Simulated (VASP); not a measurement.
**TiB2 under changes of volume**

One of the cells (8.723 Å³/atom); the others are scaled copies at fixed shape and fractional positions:

```xyz
3
Lattice="3.0493 0.0000 0.0000 -1.5246 2.6407 0.0000 0.0000 0.0000 3.2498" Properties=species:S:1:pos:R:3 pbc="T T T"
Ti    0.0000    0.0000    0.0000
B     1.5246    0.8802    1.6249
B     0.0000    1.7605    1.6249
```

- Program: VASP 6.6.1
- Functional: PBEsol
- Potentials or basis: VASP PAW PBE potentials, release 64 (Ti_sv, B)
- Cutoff: 520 eV
- k mesh: 10 × 10 × 8
- Occupations: fermi-dirac, width 0.05 eV
- Spin: no spin polarisation

```tsv
volume (Å³/atom)	energy over the lowest point (meV/atom)	pressure (GPa)
8.039	13.77	12.6
8.210	3.66	6.3
8.381	0.00	0.5
8.723	9.68	-9.4
8.894	?	?
9.065	38.64	-17.6
```

What does the run at 8.894 Å³/atom give?

Energy over the lowest point 21.98 meV/atom; pressure -13.7 GPa.

Worked out: A Birch-Murnaghan fit of order 3 (a polynomial in V^(-2/3)) to the other rows has its minimum at 8.40 Å³/atom with B0 = V·E''(V) = 266 GPa and B' = 3.8 at fixed shape and positions, which overstates the stiffness. It gives 21.98 meV/atom at 8.894 Å³/atom, against the run's 21.98, and -dE/dV = -13.6 GPa, against -13.7.

Energies are extrapolated to zero smearing.

Caveats: the PAW data sets were made with another functional, which shifts forces and pressure a little.
